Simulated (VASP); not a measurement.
# ZnS (F-43m) in VASP: core levels with PBEsol

Aim: the core levels of ZnS with PBEsol.

All numbers are computed with VASP 6.6.1; they aren't measurements. Logs are shortened: lines on timing, memory, paths and dates and some standing lists are left out, and cuts for length are marked.

**What was measured.**

“Electronic, vibrational, and thermodynamic properties of ZnS (zincblende and rocksalt structure)”, 2009, arxiv:0911.5022 quotes, for a bulk crystal of ZnS at 19 K: band gap 3.85 eV (direct).

The results are compared with them further down.

### 1 Starting point

It takes space group F-43m (No. 216, cubic). Conventional cell: a = 5.404 Å, b = 5.404 Å, c = 5.404 Å, α = 90.00°, β = 90.00°, γ = 90.00°. Zn (site symmetry -43m) is surrounded by 4 S at 2.34 Å. S (site symmetry -43m) has 4 Zn at 2.34 Å as nearest neighbours.

### 2 Core levels, PBEsol

INCAR reads:

```
ALGO = Normal
EDIFF = 1E-7
ENCUT = 520
GGA = PS
ICORELEVEL = 1
ISIF = 2
ISMEAR = -1
LASPH = T
LCHARG = F
LREAL = F
LWAVE = F
NELM = 60
PREC = Accurate
SIGMA = 0.02
```

KPOINTS reads:

```
k-points
0
Gamma
  7 7 7
```

POSCAR reads:

```
ZnS
1.0
    0.0000000000      2.7020000000      2.7020000000
    2.7020000000      0.0000000000      2.7020000000
    2.7020000000      2.7020000000      0.0000000000
Zn S
1 1
Direct
    0.2500000000      0.2500000000      0.2500000000
    0.0000000000      0.0000000000      0.0000000000
```

Potentials or basis: VASP PAW PBE potentials, release 64 (Zn, S).

Run with:

```sh
> cat potpaw_PBE.64/Zn/POTCAR potpaw_PBE.64/S/POTCAR > POTCAR
> mpirun -np 1 vasp_std > vasp.out
```

OUTCAR:

```text
EDIFF = 1E-7
   ENCUT = 520
   GGA = PS
   ISIF = 2
   ISMEAR = -1
   LASPH = T
   LREAL = F
   NELM = 60
   PREC = Accurate

 ion  position               nearest neighbor table
   1  0.250  0.250  0.250-   2 2.34   2 2.34   2 2.34   2 2.34
   2  0.000  0.000  0.000-   1 2.34   1 2.34   1 2.34   1 2.34

  LATTYP: Found a face centered cubic cell.
 ALAT       =     5.4040000000

  Lattice vectors:

 A1 = (   0.0000000000,   2.7020000000,   2.7020000000)
 A2 = (   2.7020000000,   0.0000000000,   2.7020000000)
 A3 = (   2.7020000000,   2.7020000000,   0.0000000000)

Analysis of symmetry for initial positions (statically):
=====================================================================
 Subroutine PRICEL returns:
 Original cell was already a primitive cell.

 Routine SETGRP: Setting up the symmetry group for a
 face centered cubic supercell.

 Subroutine GETGRP returns: Found 24 space group operations
 (whereof 24 operations were pure point group operations)
 out of a pool of 48 trial point group operations.

The static configuration has the point symmetry T_d .

Analysis of symmetry for dynamics (positions and initial velocities):
=====================================================================
 Subroutine PRICEL returns:
 Original cell was already a primitive cell.

 Routine SETGRP: Setting up the symmetry group for a
 face centered cubic supercell.

 Subroutine GETGRP returns: Found 24 space group operations
 (whereof 24 operations were pure point group operations)
 out of a pool of 48 trial point group operations.

The dynamic configuration has the point symmetry T_d .

 Subroutine INISYM returns: Found 24 space group operations
 (whereof 24 operations are pure point group operations),
 and found     1 'primitive' translations

----------------------------------------------------------------------------------------

                                     Primitive cell

  volume of cell :      39.4535

  direct lattice vectors                    reciprocal lattice vectors
     0.000000000  2.702000000  2.702000000    -0.185048113  0.185048113  0.185048113
     2.702000000  0.000000000  2.702000000     0.185048113 -0.185048113  0.185048113
     2.702000000  2.702000000  0.000000000     0.185048113  0.185048113 -0.185048113

  length of vectors
     3.821205046  3.821205046  3.821205046     0.320512733  0.320512733  0.320512733

  position of ions in fractional coordinates (direct lattice)
     0.250000000  0.250000000  0.250000000
     0.000000000  0.000000000  0.000000000

  ion indices of the primitive-cell ions
   primitive index   ion index
                 1           1
                 2           2

----------------------------------------------------------------------------------------

 KPOINTS: k-points

Automatic generation of k-mesh.
 Grid dimensions read from file:
 generate k-points for:    7    7    7

 Generating k-lattice:

  Cartesian coordinates                     Fractional coordinates (reciprocal lattice)
    -0.026435445  0.026435445  0.026435445     0.142857143  0.000000000  0.000000000
     0.026435445 -0.026435445  0.026435445     0.000000000  0.142857143  0.000000000
     0.026435445  0.026435445 -0.026435445     0.000000000  0.000000000  0.142857143

  Length of vectors
     0.045787533  0.045787533  0.045787533

  Shift w.r.t. Gamma in fractional coordinates (k-lattice)
     0.000000000  0.000000000  0.000000000

 Subroutine IBZKPT returns following result:
 ===========================================

 Found     20 irreducible k-points:

 Following reciprocal coordinates:
            Coordinates               Weight
  0.000000  0.000000  0.000000      1.000000
  0.142857  0.000000  0.000000      8.000000
  0.285714  0.000000  0.000000      8.000000
  0.428571  0.000000  0.000000      8.000000
  0.142857  0.142857  0.000000      6.000000
  0.285714  0.142857  0.000000     24.000000
[... 12 lines left out ...]
 -0.428571  0.428571  0.142857     24.000000
 -0.285714  0.428571  0.142857     24.000000
   k-points           NKPTS =     20   k-points in BZ     NKDIM =     20   number of bands    NBANDS=     13
   number of dos      NEDOS =    301   number of ions     NIONS =      2
   total plane-waves  NPLWV =  21952
   dimension x,y,z NGX =    28 NGY =   28 NGZ =   28
   dimension x,y,z NGXF=    56 NGYF=   56 NGZF=   56
   ions per type =               1   1
   NGX,Y,Z   is equivalent  to a cutoff of  12.18, 12.18, 12.18 a.u.
   NGXF,Y,Z  is equivalent  to a cutoff of  24.36, 24.36, 24.36 a.u.
 SYSTEM =  unknown system
   PREC   = accura    normal or accurate (medium, high low for compatibility)
   ISTART =      0    job   : 0-new  1-cont  2-samecut
   ICHARG =      2    charge: 1-file 2-atom 10-const
   ISPIN  =      1    spin polarized calculation?
   LNONCOLLINEAR =      F non collinear calculations
   LSORBIT =      F    spin-orbit coupling
   LASPH  =      T    aspherical Exc in radial PAW
   ENCUT  =  520.0 eV  38.22 Ry    6.18 a.u.   7.10  7.10  7.10*2*pi/ulx,y,z
   NELM   =     60;   NELMIN=  2; NELMDL= -5     # of ELM steps
   EDIFF  = 0.1E-06   stopping-criterion for ELM
   LREAL  =      F    real-space projection
   EDIFFG = 0.1E-05   stopping-criterion for IOM
   NSW    =      0    number of steps for IOM
   IBRION =     -1    ionic relax: 0-MD 1-quasi-New 2-CG
   NFREE  =      0    steps in history (QN), initial steepest desc. (CG)
   ISIF   =      2    stress and relaxation
   ISYM   =      2    0-nonsym 1-usesym 2-fastsym
   POTIM  = 0.5000    time-step for ionic-motion
   TEBEG  =    0.0;   TEEND  =   0.0 temperature during run
   PSTRESS=    0.0 pullay stress
   NELECT =      18.0000    total number of electrons
   NUPDOWN=      -1.0000    fix difference up-down
   EMIN   =  10.00;   EMAX   =-10.00  energy-range for DOS
   EFERMI =   0.00;   METHOD = LEGACY
   ISMEAR =    -1;   SIGMA  =   0.02  broadening in eV -4-tet -1-fermi 0-gaus
   EFERMI_NEDOS =   21; number of points for ismear=-14 and -15
   IALGO  =     38    algorithm
   IMIX   =      4    mixing-type and parameters
     AMIX     =   0.40;   BMIX     =  1.00
     AMIX_MAG =   1.60;   BMIX_MAG =  1.00
  volume/ion in A,a.u.               =      19.73       133.12
  Fermi-wavevector in a.u.,A,eV,Ry     =   1.260290  2.381602 21.610537  1.588330
  Thomas-Fermi vector in A             =   2.393807
   LORBIT       =      0    0 simple, 1 ext, 2 COOP (PROOUT), +10 PAW based schemes
   GGA     = PS    functional components
   LHFCALC =     F    Hartree Fock is set to
   AEXX    =    0.0000 exact exchange contribution
   IVDW    =     0    specifies the selected vdW correction
   LEPSILON=     F    determine dielectric tensor
   LRPA    =     F    only Hartree local field effects (RPA)
 non-spin polarized calculation
  energy-cutoff  :      520.00
  volume of cell :       39.45
 maximum number of plane-waves:      1073
   NGX = 15   NGY = 15   NGZ = 15

 number of electron      18.0000000 magnetization

 Free energy of the ion-electron system (eV)
  ---------------------------------------------------
  ext. energy  EPLUGINS =         0.00000000
  ---------------------------------------------------
  free energy    TOTEN  =        -7.58281197 eV

  energy without entropy =       -7.58281197  energy(sigma->0) =       -7.58281197

 the core state eigenenergies are
   1-  1s  -9518.3930  2s  -1151.9117  2p   -997.5658  3s   -122.9389  3p    -77.1019

   2-  1s  -2396.7005  2s   -202.7901  2p   -147.5603

 E-fermi :   2.3996     XC(G=0):  -9.8494

 val. band max:        2.0138618990   @ k =   0.0000   0.0000   0.0000
 cond. band min:       3.9914981898   @ k =   0.0000   0.0000   0.0000
 fundamental gap:      1.9776362907
 Fermi energy:         2.3996150668

 k-point     1 :       0.0000    0.0000    0.0000
  band No.  band energies     occupation
      1     -11.1410      2.00000
      2      -4.3576      2.00000
      3      -4.3576      2.00000
      4      -4.3576      2.00000
      5      -3.8584      2.00000
      6      -3.8584      2.00000
      7       2.0139      2.00000
      8       2.0139      2.00000
      9       2.0139      2.00000
     10       3.9915      0.00000
     11       8.3214      0.00000
     12       8.3214      0.00000
     13       8.3214      0.00000

 k-point     2 :       0.1429    0.0000    0.0000
  band No.  band energies     occupation
      1     -10.9875      2.00000
      2      -4.3568      2.00000
      3      -4.3307      2.00000
      4      -4.3307      2.00000
      5      -3.8604      2.00000
      6      -3.8604      2.00000
      7       0.6253      2.00000
      8       1.8231      2.00000
      9       1.8231      2.00000
     10       4.9711      0.00000
     11       8.2302      0.00000
     12       8.6415      0.00000
     13       8.6415      0.00000

 k-point     3 :       0.2857    0.0000    0.0000
  band No.  band energies     occupation
      1     -10.6060      2.00000
      2      -4.2793      2.00000
      3      -4.2777      2.00000
      4      -4.2777      2.00000
      5      -3.8534      2.00000
      6      -3.8534      2.00000
      7      -1.3371      2.00000
      8       1.4444      2.00000
      9       1.4444      2.00000
     10       5.3780      0.00000
     11       8.9803      0.00000
     12       8.9803      0.00000
     13       9.2000      0.00000
[... 209 lines left out ...]
 k-point    17 :       0.4286    0.2857    0.1429
  band No.  band energies     occupation
      1     -10.3204      2.00000
      2      -4.3122      2.00000
      3      -4.2052      2.00000
      4      -4.1464      2.00000
      5      -3.8676      2.00000
      6      -3.8106      2.00000
      7      -1.5662      2.00000
      8      -0.0649      2.00000
      9       0.8454      2.00000
     10       6.9583      0.00000
     11       7.2763      0.00000
     12       8.9595      0.00000
     13      10.7954      0.00000

 k-point    18 :      -0.4286    0.2857    0.1429
  band No.  band energies     occupation
      1     -10.0461      2.00000
      2      -4.2332      2.00000
      3      -4.1688      2.00000
      4      -3.9658      2.00000
      5      -3.8406      2.00000
      6      -3.6828      2.00000
      7      -2.5798      2.00000
      8      -0.5632      2.00000
      9       0.4294      2.00000
     10       7.0317      0.00000
     11       7.8215      0.00000
     12       9.3344      0.00000
     13      11.1778      0.00000

------------------------ aborting loop because EDIFF is reached ----------------------------------------

  FORCE on cell =-STRESS in cart. coord.  units (eV):
  Direction    XX          YY          ZZ          XY          YZ          ZX
  --------------------------------------------------------------------------------------
  -------------------------------------------------------------------------------------
  Total       -0.4393990     -0.4393990     -0.4393990      0.0000000      0.0000000      0.0000000
  in kB      -17.8436457    -17.8436457    -17.8436457      0.0000000      0.0000000      0.0000000
  external PRESSURE =     -17.8436457 kB  Pullay stress =       0.0000000 kB

 VOLUME and BASIS-vectors are now :
 -----------------------------------------------------------------------------
  energy-cutoff  :      520.00
  volume of cell :       39.45
      direct lattice vectors                 reciprocal lattice vectors
     0.000000000  2.702000000  2.702000000    -0.185048113  0.185048113  0.185048113
     2.702000000  0.000000000  2.702000000     0.185048113 -0.185048113  0.185048113
     2.702000000  2.702000000  0.000000000     0.185048113  0.185048113 -0.185048113

 POSITION                                       TOTAL-FORCE (eV/Angst)
 -----------------------------------------------------------------------------------
      1.35100      1.35100      1.35100        -0.000000     -0.000000     -0.000000
      0.00000      0.00000      0.00000         0.000000      0.000000      0.000000
 -----------------------------------------------------------------------------------
    total drift:                               -0.000001     -0.000001     -0.000001

  FREE ENERGIE OF THE ION-ELECTRON SYSTEM (eV)
  ---------------------------------------------------
  free  energy   TOTEN  =        -7.5828119666 eV

  energy  without entropy=       -7.5828119666  energy(sigma->0) =       -7.58281197
```

It took 6.3 s on 1 thread of Intel Xeon 6975P-C (Granite Rapids), shared host; peak memory 0.15 GiB.

What came out:

* Free energy: -7.5828 eV
* Pressure: -1.8 GPa
* Band gap on the k mesh: 1.98 eV, direct

Core levels (eV, on the scale of the bands):
```csv
atom,levels
1 Zn,"1s -9518.4, 2s -1151.9, 2p -997.6, 3s -122.9, 3p -77.1"
2 S,"1s -2396.7, 2s -202.8, 2p -147.6"
```

Caveat: the PAW data sets were made with another functional, which shifts forces and pressure a little.

### 3 Comparison with measurements

Step 2. Measured gap of ZnS: 3.85 eV (direct; 19 K; quoted in “Electronic, vibrational, and thermodynamic properties of ZnS (zincblende and rocksalt structure)”, 2009, arxiv:0911.5022). This calculation gives 1.98 eV (-1.87 eV). The value is that of PBEsol, without temperature or zero-point motion. Semilocal functionals fall short of measured gaps as a rule.
